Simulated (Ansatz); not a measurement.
# Be2C: the cost of one run

All numbers are computed with the Python package of Ansatz 0.2.0. Level of theory: DFT with a functional composed in the script, plane waves, PAW.

## Step 1: The structure

It takes space group Fm-3m (No. 225, cubic). The conventional cell has a = 4.330 Å, b = 4.330 Å, c = 4.330 Å, α = 90.00°, β = 90.00°, γ = 90.00°. Be (site symmetry -43m) is surrounded by 4 C at 1.87 Å. C (site symmetry m-3m) has 8 Be at 1.87 Å as nearest neighbours.

The script holds or builds the structure itself.

## Step 2: The script

Input file be2c.py:

```python
# -*- coding: utf-8 -*-
"""Frozen displacement of one atom in Be2C."""

import warnings

import ansatz as az
import numpy as np
from pymatgen.core import Lattice, Structure
from pymatgen.io.ase import AseAtomsAdaptor


def main():
    warnings.simplefilter("ignore", az.DeckWarning)

    pmg_structure = Structure(
        Lattice([(0.0, 2.165, 2.165), (2.165, 0.0, 2.165), (2.165, 2.165, 0.0)]),
        ["Be", "Be", "C"],
        [
            (0.25, 0.25, 0.25),
            (0.75, 0.75, 0.75),
            (0.0, 0.0, 0.0),
        ],
    )
    crystal = az.Crystal.from_ase(AseAtomsAdaptor.get_atoms(pmg_structure))

    inverse = np.linalg.inv(np.array(crystal.lattice.vectors))
    home = np.array(crystal.sites[1].position)
    values = np.linspace(-0.2, 0.2, 5)
    energies, pulls = [], []
    for shift in values:
        moved = crystal.move(1, to=home + shift * inverse[0])
        calc = moved.calculation()
        calc = calc.scf(max_iterations=200).kpoints(7, shift=0.5)
        calc = calc.functional(exchange="pbe", correlation="lyp")
        calc = calc.occupations("fixed")
        calc = calc.forces()
        rep = calc.run().report
        energies.append(rep["free_energy_ev"])
        pulls.append(rep["forces_ev_ang"][1][0])

    # the force is minus the slope of the free energy
    print("shift (A)   dE (eV)   force along x (eV/A)")
    for shift, e, f in zip(values, energies, pulls):
        print(f"{shift:8.3f} {e - energies[2]:10.5f} {f:12.4f}")
    print(f"stiffness from energies {2 * np.polyfit(values, energies, 2)[0]:.3f}, from forces {-np.polyfit(values, pulls, 1)[0]:.3f} eV/A^2")


if __name__ == "__main__":
    main()
```

## Step 3: What the engine is handed

The engine receives this input (first run):

```yaml
crystal:
  lattice:
    - [0.0, 2.165, 2.165]
    - [2.165, 0.0, 2.165]
    - [2.165, 2.165, 0.0]
  atoms:
    - { symbol: Be, position: [0.25, 0.25, 0.25] }
    - { symbol: Be, position: [0.796189376443418, 0.703810623556582, 0.703810623556582] }
    - { symbol: C, position: [0.0, 0.0, 0.0] }
kpoints:
  mp_grid:
    grid: [7, 7, 7]
    shift: [0.5, 0.5, 0.5]
hamiltonian:
  xc:
    exchange: pbe
    correlation: lyp
scf:
  max_iter: 200
  occupations:
    method: fixed
output:
  forces: true
```

## Step 4: The run

Started as:

```console
$ python be2c.py
```

**Question.** How long does this script take on 1 thread of Arm Neoverse V2, shared host, and how much memory does it need?

About 6.6 s, with a peak of 0.41 GiB.
